White tin (β-Sn) is a metal, so its calculation has to decide how to fill the electron levels close to the Fermi level. Gaussian smearing fills them gradually over an energy range set by the smearing width $\sigma$. This width is a numerical setting, not a temperature. The table gives the stress of one fixed cell for twelve widths: zz is the stress along the short tetragonal axis $c$, xx and yy the equal stresses across it, and the pressure is their mean.

GPAW 26.7.0, PBE with PAW data sets (gpaw-data 1.2.1) and a 600 eV plane-wave cutoff, without spin polarisation or spin–orbit coupling. White tin (β-Sn), two atoms per cell at fixed geometry, 9 × 9 × 9 k mesh, Gaussian smearing. Stress and pressure are positive in compression.

```
smearing width  pressure (GPa)  stress xx (GPa)  stress yy (GPa)  stress zz (GPa)
      0.011 eV         1.14000            1.260            1.260            0.900
      0.013 eV         1.14000            1.250            1.250            0.910
      0.014 eV         1.14000            1.250            1.250            0.920
      0.016 eV         1.14000            1.250            1.250            0.930
      0.018 eV         1.14000            1.240            1.240            0.940
      0.019 eV         1.14000            1.240            1.240            0.940
      0.021 eV         1.14000            1.240            1.240            0.950
      0.022 eV         1.14000            1.240            1.240            0.960
      0.024 eV         1.15000            1.240            1.240            0.960
      0.026 eV         1.15000            1.230            1.230            0.970
      0.027 eV         1.15000            1.230            1.230            0.970
        0.1 eV         1.13000            1.250            1.250            0.880
```

**(a) Up to a width of 0.027 eV the pressure barely moves. Is the stress converged with respect to the width?**

*Solution.* It is not. Between 0.011 and 0.027 eV the zz stress rises by 0.073 GPa, while xx and yy each fall by 0.024 GPa. In the mean these changes largely cancel, and the pressure moves by only 0.008 GPa. The steady pressure is therefore a balance of drifting parts.

The difference xx − zz removes the cancellation. It shrinks from 0.36 to 0.26 GPa over the same widths, a loss of about a quarter, and at 0.1 eV it is back at 0.37 GPa. The near agreement of the narrowest and the widest setting is no sign of convergence, because the values between them differ. Where the trend turns is unknown, since the table holds no width between 0.027 and 0.1 eV.

For practical work the distinction matters when a cell is relaxed. The pressure mainly governs the volume, whereas the difference mainly governs the shape, here the ratio $c/a$. A user who watches only the pressure would trust a shape that still depends on the smearing, although for a drift of 0.1 GPa the shift of $c/a$ is expected to stay well under one per cent.

**(b) The energy of the same runs, extrapolated to zero width, varies by only 0.03 meV per cell up to 0.027 eV. What does this extrapolation assume, and can the same assumption explain the drift of the stress?**

*Solution.* The extrapolation assumes that the levels near the Fermi level are so dense that they form a smooth, flat density of states $D$. A level at a distance $x\sigma$ from the Fermi level then adds an entropy term proportional to $\sigma e^{-x^2}$. The number of levels within reach also grows as $\sigma$, so the total entropy term is $-D\sigma^2/2$. The slope of the free energy $F$ with width is this term divided by $\sigma$, and integration gives

$$F(\sigma)=E_0-\tfrac14 D\sigma^2 .$$

Adding back half the size of the entropy term thus recovers the zero-width energy $E_0$. Between the narrowest and the widest setting this removes 87 % of the drift of the free energy.

The stress receives no such correction. Apart from its sign, it is the derivative of $F$ with respect to strain, divided by the cell volume, so smearing enters through the change of $D$ with strain. Suppose that $D$ changes by its own size per unit strain, a plain choice for a smooth band. From 0.011 to 0.027 eV the entropy term grows from 0.094 to 0.543 meV per cell, and half of this growth is 0.2245 meV. The cell of two atoms has a volume of $2\times27.65=55.3$ Å³, and 1 eV/Å³ is 160 GPa, so

$$\Delta(\text{stress})\approx\frac{0.0002245\ \text{eV}}{55.3\ \text{Å}^3}\times160\ \frac{\text{GPa}}{\text{eV/Å}^3}\approx0.00065\ \text{GPa}.$$

The computed change of xx − zz is about 150 times larger (that of the pressure about 12 times). A somewhat stronger response of $D$ to strain would not close such a gap, so the smooth picture fails for the stress even where the extrapolated energy hardly moves with the width. That steadiness in turn says nothing about convergence in the mesh.

The entropy term gives the failure away without any look at the stress. If the assumption held, its size divided by $\sigma^2$ would be the same for every width. Instead this ratio rises from 0.78 to 0.88 eV⁻¹ at 0.016 eV and then falls to 0.49 eV⁻¹ at 0.1 eV, as the output after this text lists.

**(c) Why does the smooth picture fail here?**

*Solution.* Two limiting cases show what the ratio means. With very many evenly spread levels inside the width, it is constant. With a single level slightly off the Fermi level, a very narrow smearing does not reach the level, and the entropy term vanishes. A wide smearing half-fills it, and the term then grows only as $\sigma$, so that the ratio falls. In between the ratio passes through a maximum, which is the pattern of the ratios in the output up to 0.027 eV. The widest setting is not this limit: from 0.027 to 0.1 eV the term grows ninefold for a width less than four times larger, so further levels have come within reach.

The mesh makes it plausible that only a few levels lie within reach of the smearing. Its $9\times9\times9=729$ points give the levels of a block of tin nine cells long in each direction and closed on itself. In this respect the calculation resembles a small metal particle, whose levels are discrete. The likeness covers only the spacing of the levels, since the block has no surface and feels the potential of the bulk metal.

The entropy term tells how many levels take part. A level exactly at the Fermi level contributes the most it can, so the term can be expressed as an equivalent number of half-filled levels. At 0.011 eV this number is 11 on the whole mesh. Symmetry ties a general mesh point to 15 others with the same energy, so 11 levels are less than one such set of 16. Levels further away count for less, so more are involved, and by 0.027 eV the number has climbed to 26. For levels at a distance $d$ from the Fermi level the ratio peaks at $\sigma=\sqrt2\,d$, so the maximum at 0.016 eV points to $d\approx0.011$ eV. At the narrowest width such levels count about a third each, which suggests some 30 levels, or about two sets. The estimate is rough, but the sampling is clearly thin.

Theory then links the thin sampling to the stress. Each occupied level contributes according to how fast its energy moves with strain. When the width changes, electrons pass from some levels to others while their total number stays fixed, so only differences between the levels matter. A uniform compression tends to shift the levels near the Fermi level together, and little remains of the effect. A stretch along $c$ moves them apart according to the direction of their orbitals and of their motion. This would explain why the difference xx − zz drifts while the pressure stays calm, although the contributions of single levels were not computed.

One doubt remains. A truly sharp feature in the bands of tin near the Fermi level could also upset the smooth picture, and a single mesh cannot tell it from thin sampling. The test is a series of denser meshes at the same widths: twice as many points in each direction put eight times as many levels inside the width. If sampling is the cause, the drift of xx − zz is expected to change irregularly from mesh to mesh, even in sign, and to die away over the series, whereas a true feature of the bands would survive; one doubling alone need not settle it. Until that is done, the table does not show which width lies closest to the converged stress.

Printed output of the fit:

```
Smearing and its traces:
       row  pressure in GPa  xx minus zz in GPa  entropy term in meV per cell  entropy term over width squared in 1/eV  equivalent half-filled levels  same in sets of 16
  0.011 eV            1.138              0.3563                         0.094                                   0.7769                          11.04              0.6901
  0.013 eV            1.139              0.3426                         0.141                                   0.8343                          14.01              0.8759
  0.014 eV             1.14              0.3351                         0.168                                   0.8571                          15.51              0.9691
  0.016 eV            1.141              0.3202                         0.224                                    0.875                          18.09               1.131
  0.018 eV            1.142              0.3062                         0.281                                   0.8673                          20.17               1.261
  0.019 eV            1.143              0.2997                          0.31                                   0.8587                          21.08               1.318
  0.021 eV            1.144              0.2876                         0.368                                   0.8345                          22.64               1.415
  0.022 eV            1.144              0.2821                         0.397                                   0.8202                          23.32               1.457
  0.024 eV            1.145               0.272                         0.455                                   0.7899                           24.5               1.531
  0.026 eV            1.146              0.2631                         0.514                                   0.7604                          25.54               1.597
  0.027 eV            1.146              0.2591                         0.543                                   0.7449                          25.99               1.624
    0.1 eV            1.127              0.3653                         4.898                                   0.4898                          63.29               3.955
Pressure change from 0.011 to 0.027 eV, GPa: 0.008075
Pressure change from 0.011 to 0.027 eV, percent: 0.7096
Change of stress zz from 0.011 to 0.027 eV, GPa: 0.07294
Change of stress xx from 0.011 to 0.027 eV, GPa: -0.02436
Change of xx minus zz from 0.011 to 0.027 eV, GPa: -0.0973
Change of xx minus zz from 0.011 to 0.027 eV, percent: -27.3
Change of xx minus zz from 0.027 to 0.1 eV, GPa: 0.1062
Free energy change from 0.011 to 0.1 eV, meV per cell: -2.768
Extrapolated energy change from 0.011 to 0.1 eV, meV per cell: -0.366
Share of the free energy drift removed by the extrapolation, percent: 86.78
Span of the extrapolated energy up to 0.027 eV, meV per cell: 0.033
Largest over smallest ratio of entropy term to width squared: 1.786
Stress drift expected from the smooth law from 0.011 to 0.027 eV, GPa: 0.0006504
Computed drift of xx minus zz over the smooth estimate: 149.6
```
